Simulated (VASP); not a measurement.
Here is a VASP 6.6.1 calculation.

INCAR

```
SYSTEM = AlCo
  ALGO = Normal
  EDIFF = 1E-7
  EDIFFG = -0.01
  ENCUT = 300
  GGA = PE
  IBRION = 2
  ISIF = 2
  ISMEAR = 1
  LASPH = .True.
  LCHARG = .False.
  LREAL = .False.
  LWAVE = .False.
  NELM = 80
  NSW = 40
  PREC = Accurate
  SIGMA = 0.1
```

The input KPOINTS:

```
k-points
0
Gamma
  7 7 7
  0 0 0
```

POSCAR

```
AlCo                                    
1.0
    2.9063593650      0.0000000000     -0.0000000000
    0.0000000000      2.9063593650     -0.0000000000
    0.0000000000      0.0000000000      2.9063593650
  Al              Co            
     1     1
Direct
     0.0000000000000000    0.0000000000000000    0.0000000000000000
     0.5000000000000000    0.5000000000000000    0.5000000000000000
```

Potentials or basis: VASP PAW PBE potentials, release 64 (Al, Co).

Run with:

```console
$ cat potpaw_PBE.64/Al/POTCAR potpaw_PBE.64/Co/POTCAR > POTCAR
$ mpirun -np 1 vasp_std > vasp.out
```

Q: Estimate the band gap on the k mesh.

A: None (metal or under the smearing width).

Final structure:
```
CELL_PARAMETERS angstrom
2.90636 0.00000 0.00000
0.00000 2.90636 0.00000
0.00000 0.00000 2.90636
ATOMIC_POSITIONS crystal
Al 0.00000 0.00000 0.00000
Co 0.50000 0.50000 0.50000
```

Caveat: the relaxation stopped at its first step, so nothing moved. Spin polarisation is off, so any magnetic state and its effect on volume and gap are missing.
